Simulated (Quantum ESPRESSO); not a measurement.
A calculation with Quantum ESPRESSO 7.5 of HfC (ASE script, structure from a P1 CIF):

Contents of run.py:

```python
import numpy as np
from ase.calculators.espresso import Espresso, EspressoProfile
from ase.io import read

atoms = read('HfC.cif')

input_data = {
    'control': {'calculation': 'scf', 'prefix': 'pwscf', 'outdir': './tmp', 'tprnfor': True, 'tstress': True, 'disk_io': 'nowf'},
    'system': {'ecutwfc': 60.0, 'ecutrho': 440.0, 'nbnd': 24, 'occupations': 'smearing', 'smearing': 'fd', 'degauss': 0.00367493},
    'electrons': {'conv_thr': 8e-10, 'electron_maxstep': 120, 'mixing_beta': 0.5},
}
pseudopotentials = {'Hf': 'Hf-sp.oncvpsp.upf', 'C': 'C.pbe-n-kjpaw_psl.1.0.0.UPF'}
profile = EspressoProfile(command='pw.x', pseudo_dir='pseudo')
dft = Espresso(profile=profile, input_data=input_data, pseudopotentials=pseudopotentials, kpts=(9, 9, 5), koffset=(0, 0, 0))
atoms.calc = dft

print(f'energy {atoms.get_potential_energy():.8f} eV')
print('forces (eV/A)')
print(np.round(atoms.get_forces(), 6))
print('stress (eV/A^3, Voigt)')
print(np.round(atoms.get_stress(), 8))
print(f'Fermi level {dft.get_fermi_level():.4f} eV')
```

The input HfC.cif:

```cif
data_HfC
_cell_length_a 3.34286605
_cell_length_b 3.34286605
_cell_length_c 5.20271400
_cell_angle_alpha 90.00000000
_cell_angle_beta 90.00000000
_cell_angle_gamma 120.00000000
_space_group_name_H-M_alt 'P1'
_space_group_name_Hall 'P 1'
_space_group_IT_number 1
loop_
_space_group_symop_operation_xyz
'x,y,z'
loop_
_atom_site_label
_atom_site_type_symbol
_atom_site_symmetry_multiplicity
_atom_site_Wyckoff_symbol
_atom_site_fract_x
_atom_site_fract_y
_atom_site_fract_z
_atom_site_occupancy
Hf1 Hf 1 a 0.3333333333 0.6666666667 0.2500000000 1
Hf2 Hf 1 a 0.6666666667 0.3333333333 0.7500000000 1
C1 C 1 a 0.0000000000 0.0000000000 0.5000000000 1
C2 C 1 a 0.0000000000 0.0000000000 0.0000000000 1
```

Potentials or basis: SSSP 1.3 efficiency PBE.

Command:

```bash
$ OMP_NUM_THREADS=1 python run.py
```

The cell comes from a database or a generator and needn't be the stable form of this composition.

Task: Write the same calculation in another form: native input, structure typed inline.

Result: As run:

Contents of pw.in:

```
&CONTROL
  calculation = 'scf'
  prefix = 'pwscf'
  outdir = './tmp'
  pseudo_dir = './pseudo'
  tprnfor = .true.
  tstress = .true.
  disk_io = 'low'
/
&SYSTEM
  ibrav = 0
  nat = 4
  ntyp = 2
  ecutwfc = 60
  ecutrho = 440
  nbnd = 24
  occupations = 'smearing'
  smearing = 'fd'
  degauss = 0.00367493
/
&ELECTRONS
  conv_thr = 8d-10
  electron_maxstep = 120
  mixing_beta = 0.5
/
ATOMIC_SPECIES
Hf   178.4900 Hf-sp.oncvpsp.upf
C     12.0110 C.pbe-n-kjpaw_psl.1.0.0.UPF
CELL_PARAMETERS angstrom
   3.3428660531    0.0000000000    0.0000000000
  -1.6714330265    2.8950069234    0.0000000000
   0.0000000000    0.0000000000    5.2027140000
ATOMIC_POSITIONS crystal
Hf     0.3333333333    0.6666666667    0.2500000000
Hf     0.6666666667    0.3333333333    0.7500000000
C      0.0000000000    0.0000000000    0.5000000000
C      0.0000000000    0.0000000000    0.0000000000
K_POINTS automatic
9 9 5 0 0 0
```

The input pp_density.in:

```
&INPUTPP
  prefix = 'pwscf'
  outdir = './tmp'
  filplot = 'density.dat'
  plot_num = 0
/
&PLOT
  nfile = 1
  filepp(1) = 'density.dat'
  iflag = 3
  output_format = 6
  fileout = 'density.cube'
/
```

pp_potential.in

```
&INPUTPP
  prefix = 'pwscf'
  outdir = './tmp'
  filplot = 'potential.dat'
  plot_num = 11
/
&PLOT
  nfile = 1
  filepp(1) = 'potential.dat'
  iflag = 3
  output_format = 6
  fileout = 'potential.cube'
/
```

Potentials or basis: SSSP 1.3 efficiency PBE.

Launch:

```bash
$ OMP_NUM_THREADS=1 pw.x -in pw.in > pw.out
$ OMP_NUM_THREADS=1 pp.x -in pp_density.in > pp_density.out
$ OMP_NUM_THREADS=1 pp.x -in pp_potential.in > pp_potential.out
```

Both were run:

|  | ASE script, structure from a P1 CIF | native input, structure typed inline |
| --- | --- | --- |
| Pressure | -0.5 GPa | -0.5 GPa |
| Band gap on the k mesh | none (metal or under the smearing width) | none (metal or under the smearing width) |

Keys that steer only the numerical path or the files written may differ.
